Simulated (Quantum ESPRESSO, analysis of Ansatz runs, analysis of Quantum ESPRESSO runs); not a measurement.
## Local vibrational mode of the N3VH centre in diamond (PBE) (Quantum ESPRESSO)

Aim: the local vibrational mode of the N3VH centre in diamond, to be set beside the measurement. Set-up: PBE, GBRV 1.5 PBE, 64-site cell, PBE lattice, k: the zone centre alone, anharmonic cut along the mode. The model is a cell of 64 host atoms with 1 site emptied, N put on another atom's site, N put on another atom's site, N put on another atom's site and H put in between. The frequencies come from force constants among the defect atom and its neighbours, with the masses of the isotopes named.

**The experiment.** C-H stretch, 1H: 3107 cm⁻¹, by FTIR absorption (quoted in “Hydrogen-related defects in diamond: A comparison between observed and calculated FTIR spectra”, 2024, M.C. Day et al., quoting earlier work (2014)). C-H bend, 1H: 1405 cm⁻¹, by FTIR absorption (quoted in “Hydrogen-related defects in diamond: A comparison between observed and calculated FTIR spectra”, 2024, M.C. Day et al., quoting earlier work (1991)).

Main program and level: Quantum ESPRESSO 7.5; Quantum ESPRESSO plane-wave DFT, PBE, GBRV 1.5 PBE potentials; relaxation of all atoms of a defect supercell.

This is a report of a sequence of runs, with most program output left out.

### 1. The starting structure

The cell holds 64 atoms: 60 C, 3 N and 1 H. Its edges and angles: a = 7.142 Å, b = 7.142 Å, c = 7.142 Å, α = 90.0°, β = 90.0°, γ = 90.0°. It derives from C (space group Fd-3m). Nearest the centre at fractional (0.375, 0.375, 0.375): H64 at 0.45 Å, N41 at 1.53 Å, N4 at 1.53 Å, C48 at 1.55 Å, N26 at 1.56 Å, C22 at 2.51 Å, C13 at 2.51 Å, C5 at 2.51 Å.

The host's primitive cell comes from a first run (Quantum ESPRESSO plane-wave DFT, PBE, GBRV 1.5 PBE potentials; relaxation of cell and atoms of a defect-free cell): vectors of 2.525, 2.525 and 2.525 Å. That is 5.69 Å³ an atom, 0.4 % over the diffraction cell's volume. The supercell is built on it.

### 2. Relaxation, charge 0

Every later number rests on the structure around the defect, so the atoms are relaxed at the host's lattice first.

The input, pw.in:

```
&CONTROL
  calculation = 'relax'
  prefix = 'pwscf'
  outdir = './tmp'
  pseudo_dir = './pseudo'
  tprnfor = .true.
  disk_io = 'low'
  nstep = 70
  forc_conv_thr = 0.00039
  etot_conv_thr = 0.0001
/
&SYSTEM
  ibrav = 0
  nat = 64
  ntyp = 3
  ecutwfc = 45
  ecutrho = 360
  nbnd = 132
  occupations = 'smearing'
  smearing = 'fd'
  degauss = 0.00073499
  nosym = .true.
/
&ELECTRONS
  conv_thr = 6d-08
  electron_maxstep = 100
  mixing_beta = 0.5
/
&IONS
  ion_dynamics = 'bfgs'
/
ATOMIC_SPECIES
C     12.0110 c_pbe_v1.2.uspp.F.UPF
N     14.0070 n_pbe_v1.2.uspp.F.UPF
H      1.0080 h_pbe_v1.4.uspp.F.UPF
CELL_PARAMETERS angstrom
   7.1418068620    0.0000000000    0.0000000000
   0.0000000000    7.1418068620    0.0000000000
   0.0000000000    0.0000000000    7.1418068620
ATOMIC_POSITIONS crystal
C      0.0007820570   -0.0001317064    0.2526857674
C     -0.0000143963    0.2523423886   -0.0015347034
C      0.2510843200   -0.0015655878    0.0020531662
N      0.2500692909    0.2521519180    0.2517907411
C      0.1277245423    0.1246770942    0.3744388342
C      0.1228799846    0.3737697727    0.1236456065
C      0.3768668469    0.1235932793    0.1265421820
C      0.0020287621    0.0018440976    0.7505707315
[... 52 atom lines left out ...]
C      0.6260721860    0.8736579089    0.6272116769
C      0.8736362002    0.6247193587    0.6274297318
C      0.8770384698    0.8768844636    0.8746315657
H      0.4131505591    0.4103696558    0.3406813357
K_POINTS gamma
```

The run is started by

```console
$ OMP_NUM_THREADS=1 mpirun -n 4 pw.x -in pw.in > pw.out
```

Elapsed: 65 s, on 4 MPI ranks of Intel Xeon at 2.60GHz (Ice Lake), shared host; peak memory 0.55 GiB.

Relaxation path:

| step | energy less that of the first step (eV) |
| --- | --- |
| 0 | 0.0000 |
| 1 | -1.3705 |
| 2 | -1.7362 |
| 3 | -1.8058 |
| 4 | -1.8182 |
| 5 | -1.8214 |
| 6 | -1.8226 |
| 7 | -1.8231 |
| 8 | -1.8232 |
| 9 | -1.8233 |
| 10 | -1.8233 |
| 11 | -1.8233 |

The atoms that moved most (Å):

| atom | dx | dy | dz | length |
| --- | --- | --- | --- | --- |
| N4 | -0.086 | -0.102 | -0.102 | 0.168 |
| N41 | 0.102 | -0.092 | 0.092 | 0.165 |
| N26 | -0.069 | 0.078 | 0.073 | 0.127 |
| H64 | 0.054 | 0.071 | -0.082 | 0.122 |
| C48 | 0.057 | 0.058 | -0.038 | 0.090 |
| C7 | -0.052 | 0.011 | -0.011 | 0.055 |
| C36 | -0.015 | 0.012 | 0.048 | 0.051 |
| C45 | -0.020 | -0.047 | 0.004 | 0.051 |

Neighbours of the ideal centre at the end:

| atom | distance (Å) |
| --- | --- |
| H64 | 0.564 |
| C48 | 1.641 |
| N26 | 1.692 |
| N41 | 1.693 |
| N4 | 1.697 |
| C13 | 2.514 |
| C14 | 2.515 |
| C5 | 2.517 |
| C30 | 2.518 |
| C45 | 2.518 |
| C20 | 2.520 |
| C36 | 2.521 |
| C6 | 2.524 |
| C7 | 2.524 |
| C52 | 2.532 |
| C22 | 2.534 |

Neighbours of the added atoms: H64: C48 1.08, N41 1.95, N26 1.96 Å.

### 3. Atom N4 moved by 0.015 A along x

Force constants come from the forces after small displacements; symmetry gives the rest. One such run is shown.

This step: Quantum ESPRESSO plane-wave DFT, PBE, GBRV 1.5 PBE potentials; single point of a defect supercell.

The input, pw.in:

```
&CONTROL
  calculation = 'scf'
  prefix = 'pwscf'
  outdir = './tmp'
  pseudo_dir = './pseudo'
  tprnfor = .true.
  disk_io = 'low'
/
&SYSTEM
  ibrav = 0
  nat = 64
  ntyp = 3
  ecutwfc = 45
  ecutrho = 360
  nbnd = 132
  occupations = 'smearing'
  smearing = 'fd'
  degauss = 0.00073499
  nosym = .true.
/
&ELECTRONS
  conv_thr = 1d-10
  electron_maxstep = 100
  mixing_beta = 0.5
/
ATOMIC_SPECIES
C     12.0110 c_pbe_v1.2.uspp.F.UPF
N     14.0070 n_pbe_v1.2.uspp.F.UPF
H      1.0080 h_pbe_v1.4.uspp.F.UPF
CELL_PARAMETERS angstrom
   7.1418068620    0.0000000000    0.0000000000
   0.0000000000    7.1418068620    0.0000000000
   0.0000000000    0.0000000000    7.1418068620
ATOMIC_POSITIONS crystal
C     -0.0015819679   -0.0017036708    0.2499003856
C     -0.0015707281    0.2497205968   -0.0018309912
[... 1 atom line left out ...]
N      0.2401000541    0.2378785159    0.2374851402
C      0.1258399702    0.1257210779    0.3690291505
[... 7 atom lines left out ...]
C      0.1258491281    0.3802797417    0.6235991871
C      0.3803932213    0.1257077350    0.6236027467
[... 5 atom lines left out ...]
C      0.1253168060    0.6243278062    0.3799102791
[... 5 atom lines left out ...]
N      0.2380030563    0.5118300724    0.5114405864
[... 3 atom lines left out ...]
C      0.3695338394    0.6243314297    0.6241264876
[... 5 atom lines left out ...]
C      0.6244461765    0.1251954657    0.3799136784
[... 4 atom lines left out ...]
N      0.5119519145    0.2378660570    0.5114610002
[... 3 atom lines left out ...]
C      0.6244556686    0.3694128063    0.6241371126
[... 2 atom lines left out ...]
C      0.5075746582    0.5074039070    0.2419516996
[... 15 atom lines left out ...]
H      0.4207198531    0.4203330845    0.3291534722
K_POINTS gamma
```

The run is started by

```console
$ OMP_NUM_THREADS=1 pw.x -in pw.in > pw.out
```

The job ended after 42 s (1 thread; peak memory 0.65 GiB).

### 4. Local vibrational modes

Analysis of the runs above: force constants by central differences of Quantum ESPRESSO plane-wave DFT, PBE, GBRV 1.5 PBE potentials forces among the atoms nearest to a defect, the others at rest.

The modes with the largest weight on the probed atoms (the light atom of a pair), for the masses of each isotope. Modes of the displaced atoms (local only where they lie over the host's phonons):

| isotopes | mode (cm⁻¹) | share of the defect atoms |
| --- | --- | --- |
| H | 3246 | 0.926 |
| H | 1327 | 0.831 |
| H | 1327 | 0.831 |

### 5. Point 1 along the mode

A light atom samples the curved part of its well, so the energy is mapped along the mode and the one-dimensional Schrödinger equation solved on it.

This step: Quantum ESPRESSO plane-wave DFT, PBE, GBRV 1.5 PBE potentials; single point of a defect supercell.

pw.in: that of step 3 with these lines changed.

```diff
@@ -21,3 +21,3 @@
 &ELECTRONS
-  conv_thr = 1d-10
+  conv_thr = 6d-08
   electron_maxstep = 100
@@ -37,3 +37,3 @@
 [... 1 atom line left out ...]
-N      0.2401000541    0.2378785159    0.2374851402
+N      0.2379677443    0.2378465149    0.2374925277
 C      0.1258399702    0.1257210779    0.3690291505
@@ -45,3 +45,3 @@
 [... 5 atom lines left out ...]
-N      0.2380030563    0.5118300724    0.5114405864
+N      0.2379710552    0.5118226849    0.5114725874
 [... 3 atom lines left out ...]
@@ -51,3 +51,3 @@
 [... 4 atom lines left out ...]
-N      0.5119519145    0.2378660570    0.5114610002
+N      0.5119445270    0.2378340559    0.5114930013
 [... 3 atom lines left out ...]
@@ -55,5 +55,5 @@
 [... 2 atom lines left out ...]
-C      0.5075746582    0.5074039070    0.2419516996
+C      0.5056408562    0.5054701050    0.2438855015
 [... 15 atom lines left out ...]
-H      0.4207198531    0.4203330845    0.3291534722
+H      0.4444173055    0.4440305369    0.3054560198
 K_POINTS gamma
```

Elapsed: 33 s, on 1 thread; peak memory 0.65 GiB.

### 6. Anharmonic fundamental

Analysis of the runs above: one-dimensional Schroedinger equation on a polynomial through Quantum ESPRESSO plane-wave DFT, PBE, GBRV 1.5 PBE potentials energies along the local mode.

Table of energy by normal coordinate:

| normal coordinate (amu½ Å) | energy (eV) |
| --- | --- |
| -0.306 | 3.72 |
| -0.224 | 1.64 |
| -0.153 | 0.641 |
| -0.076 | 0.134 |
| 0.000 | 0 |
| 0.076 | 0.0964 |
| 0.153 | 0.330 |
| 0.224 | 0.616 |
| 0.306 | 0.979 |
| 0.387 | 1.35 |

### 7. What came out

```yaml
distance_from_the_defect_atom_to_its_nearest_neighbour: 1.077 Å
c_h_stretch_1h: 3105 cm⁻¹
c_h_bend_1h: 1327 cm⁻¹
```

**Reading.** C-H stretch, 1H: computed 3105 cm⁻¹, measured 3107 cm⁻¹; 2 cm⁻¹ (0 %) below the measurement. C-H bend, 1H: computed 1327 cm⁻¹, measured 1405 cm⁻¹; 78 cm⁻¹ (6 %) below the measurement. The anharmonic cut moves the C-H stretch, 1H from 3246 to 3105 cm⁻¹; a straight cut leaves out the coupling to the other modes. Only the named neighbours move, so modes near the host's band are approximate. Limits: the zone centre alone is a coarse sampling for this cell; the periodic copies of the defect are only 7.1 Å apart.

[Logs are printed without paths, hosts, clocks, repeated set-up lines and the standing remarks that a program may print on its own settings, such as how far it seeks lower states.]

[Hosts, paths, dates, database ids (printed as entryN), source tags and the programs' standing remarks are cut or masked in the printed files.]

[For some hosts the program warned that the k-mesh of the response run may be too coarse for force constants and the static dielectric constant; such warnings are not shown here.]
